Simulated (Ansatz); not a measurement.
Crystal: Al.

```
Al
1.0
     2.81246    0.00000    0.00000
    -1.40623    2.43566    0.00000
     0.00000    0.00000    4.86685
Al
2
Direct
  0.33333 0.66667 0.25000
  0.66667 0.33333 0.75000
```

This isn't the form of Al at room conditions, which is fcc.

| Item | Value |
| --- | --- |
| Program | Ansatz 0.2.0 |
| Task | relaxation of cell and atoms |
| Functional | PBE |
| Dispersion | D3(BJ)-ATM |
| Potentials or basis | Ansatz PAW |
| Cutoff | 420 eV (not typed: the program's choice for these potentials) |
| k mesh | 11 × 11 × 6 |
| Occupations | fermi-dirac, width 0.05 eV |
| Spin | no spin polarisation |

At the start: volume 16.67 Å³/atom.

Task: How do energy, volume and symmetry change on relaxing?

Result: It ends after 6 steps and the volume is 15.99 Å³/atom (-4.1 %); space group P6_3/mmc (No. 194, to 0.05 Å).

The path:
```csv
step,energy change (eV),largest force (eV/Å),volume (Å³)
1,0.0000,0.0000,33.34
2,-0.0317,0.0000,31.58
3,-0.0329,0.0000,32.02
4,-0.0330,0.0000,32.00
5,-0.0330,0.0000,31.99
6,-0.0326,0.0000,31.99
```

Final structure:
```xyz
2
Lattice="2.8165 0.0000 0.0000 -1.4083 2.4392 0.0000 0.0000 0.0000 4.6562" Properties=species:S:1:pos:R:3 pbc="T T T"
Al    0.0000    1.6261    1.1641
Al    1.4083    0.8131    3.4922
```

Caveat: the plane-wave basis is chosen anew once the cell has moved, so the energies of steps on either side of that aren't comparable; pairwise dispersion overbinds metals, which lowers pressure and volume.
